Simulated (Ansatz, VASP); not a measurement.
Two plane-wave programs on P

The input INCAR:

```
SYSTEM = P
PREC     = Accurate       ! precision mode
ENCUT    = 520            ! plane-wave cutoff, eV
EDIFF    = 1E-6           ! SCF threshold, eV
ISMEAR   = -1             ! smearing method
SIGMA    = 0.1            ! smearing width, eV
LREAL    = .FALSE.        ! projectors in reciprocal space
LASPH    = .TRUE.         ! aspherical terms in the spheres
NELM     = 80             ! most SCF steps
ALGO     = Normal         ! electronic algorithm
ISIF     = 2              ! what is computed and relaxed
LWAVE    = .FALSE.        ! write WAVECAR
LCHARG   = .FALSE.        ! write CHGCAR
GGA      = B5             ! functional
ALDAX    = 1.0          
AGGAX    = 1.0          
AGGAC    = 1.0          
ALDAC    = 0.0          
NBANDS   = 8              ! bands
```

The input KPOINTS:

```
regular mesh
0
G
  16 16 16
  0 0 0
```

File POSCAR:

```
P
1.0
   -1.6379675660      1.6379675660      1.6379675660
    1.6379675660     -1.6379675660      1.6379675660
    1.6379675660      1.6379675660     -1.6379675660
P
1
Direct
    0.0000000000      0.0000000000      0.0000000000
```

Input for Ansatz:

```yaml
crystal:
  lattice:
    - [-1.637967566, 1.637967566, 1.637967566]
    - [1.637967566, -1.637967566, 1.637967566]
    - [1.637967566, 1.637967566, -1.637967566]
  atoms:
    - { symbol: P, position: [0.0, 0.0, 0.0] }
hamiltonian:
  xc: blyp
  pseudopotentials:
    kind: paw
    azcp:
      P: "pseudopotentials/P.paw.azcp"
basis:
  ecutwfc: 420
  fft_grid_basis: typed
kpoints:
  mp_grid: { grid: [16, 16, 16], shift: [0, 0, 0] }
magnetization:
  spin_polarized: false
scf:
  occupations: { method: fermi_dirac, width: 0.1 }
  lower_state_search: "off"
output:
  stress: true
  write_density: true
  write_potential: true
  elf: true
  volumetric_format: npy
```

Alike in both runs: task single point; functional BLYP; k mesh 16 × 16 × 16; occupations fermi-dirac, width 0.1 eV; no spin polarisation.

|  | VASP | Ansatz |
| --- | --- | --- |
| version | VASP 6.6.1 | Ansatz 0.2.0 |
| potentials or method | VASP PAW PBE potentials, release 64 (P) | plane waves (420 eV) with PAW, scalar-relativistic |
| plane-wave cutoff (eV) | 520 | 420 |
| valence electrons in the cell | 5 | 5 |

Ansatz gave:

```
pressure (GPa) : -4.5
```

Problem. Estimate VASP's values.

Solution. Pressure (GPa): -4.4.

Caveats: the PAW data sets were made with another functional, which shifts forces and pressure a little (VASP).
